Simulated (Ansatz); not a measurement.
The parent structure is ZnTe in the zinc blende structure (space group F-43m, No. 216; a = 6.113 Å). Axes: x, y, z lie along the cube axes.

Level of theory: r2SCAN (Ansatz, an electronic-structure program, PAW, without spin-orbit coupling).

Now apply this change: tensile biaxial strain of 1.09 % in the plane normal to [001], as in epitaxy on a mismatched substrate; the out-of-plane cell vector and the atoms relax.

Task: What happens to the out-of-plane strain?

Result: The out-of-plane strain is -1.17 %.

Whether these cells are dynamically stable was not tested.
